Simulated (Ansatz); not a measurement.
Input and command of a calculation in Ansatz (plane waves; scalar-relativistic PAW potentials unless the input names others):

```yaml
crystal:
  lattice:
    - [2.4630441732, 0.0022572339, -0.2341287642]
    - [-1.2223560532, 2.1383274881, 0.234113659]
    - [-0.9807736472, -0.8613671125, 2.746619456]
  atoms:
    - { symbol: B, position: [0.9942426666, 0.9930261095, -0.0013452239] }
    - { symbol: "N", position: [0.6539063334, 0.3228578905, 0.9881502239] }
basis:
  ecutwfc: 420
kpoints:
  mp_grid: { grid: [12, 12, 12] }
hamiltonian:
  xc: pbe
  dispersion: d3bj
scf:
  occupations: { method: fixed }
  NELM: 400
  max_iter: 80
output:
  forces: true
  eigenvalues: true
  stress: true
```

```bash
ansatz run input.yaml --threads 1 --pin off --max-ram 3072MiB --backend cpu --events-out ev --progress --plain --runs-dir out
```

Q: What is wrong with this input?

A: The program refuses it, because of a keyword of another program (scf.NELM: not typed → 400). Without that key it is accepted.

Abridged log:
```
Error: YAML parse error: error: line 18 column 3: unknown field `NELM`, expected one of max_iter, algorithm, n_extra_bands, self_checks, convergence, lower_state_search, omitted_lower_state_checks, lower_solution_reach, mixing, occupations, eigensolver, initial_density, exx
  --> <input>:18:3
   |
16 | scf:
17 |   occupations: { method: fixed }
18 |   NELM: 400
   |   ^ unknown field `NELM`, expected one of max_iter, algorithm, n_extra_bands, self_checks, convergence, lower_state_search, omitted_lower_state_checks, lower_solution_reach, mixing, occupations, eigensolver, initial_density, exx
19 |   max_iter: 80
20 | output:
   |
```